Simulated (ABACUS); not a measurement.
TaN in ABACUS: convergence with smearing sigma

TaN:

```
Ta N
1.0
     2.93800    0.00000    0.00000
    -1.46900    2.54438    0.00000
     0.00000    0.00000    2.88300
Ta N
1 1
Direct
  0.00000 0.00000 0.50000
  0.66667 0.33333 0.00000
```

| Quantity | Value |
| --- | --- |
| Program | ABACUS 3.10.1 |
| Task | convergence study |
| Functional | RPBE |
| Potentials or basis | PseudoDojo NC SR 0.4.1 PBE standard |
| Cutoff | 1361 eV |
| Density cutoff | 5442 eV |
| Basis | TZDP LCAO (the cutoffs set its grid) |
| k mesh | 9 × 9 × 8 |
| Occupations | fermi-dirac, width 0.272114 eV |
| Spin | no spin polarisation |

These are the settings of the first run; the series varies smearing sigma, with any setting tied to it.

Hardware: 4 MPI ranks on Intel(R) Xeon(R) 6975P-C (Granite Rapids), with other jobs on the host.

The values tried are 0.02 Ry, 0.015 Ry, 0.01 Ry, 0.007 Ry, 0.005 Ry, 0.003 Ry, 0.002 Ry, 0.001 Ry, loosest first. From which on does the energy stay within 1 meV/atom of the tightest run that finished?

From 0.01 Ry on.

```
smearing sigma  energy less the tightest run, at zero smearing (meV/atom)  pressure (GPa)  SCF cycles  CPU time (s)
       0.02 Ry                                                       4.43            9.33          10            41
      0.015 Ry                                                       1.48            9.24          10            39
       0.01 Ry                                                       0.13            9.22          10            40
      0.007 Ry                                                      -0.10            9.22          10            38
      0.005 Ry                                                      -0.12            9.21          10            40
      0.003 Ry                                                      -0.08            9.21          10            39
      0.002 Ry                                                      -0.04            9.21          10            40
      0.001 Ry                                                       0.00            9.21          10            42
```

Against the tightest run, the pressure stays within 0.1 GPa from 0.015 Ry on. Narrower smearing needs a denser k mesh, so at a fixed mesh the narrowest width isn't the most accurate. The tightest run that finished is the yardstick and may itself not be fully converged.

Caveat, for the tightest run too: the atomic orbitals were generated for these runs and aren't a published set; the potentials were made for another functional, which shifts forces and pressure; the basis of atomic orbitals isn't converged, which shifts pressures, moduli and gaps. The run has no spin-orbit coupling, so splittings on Ta are missing.
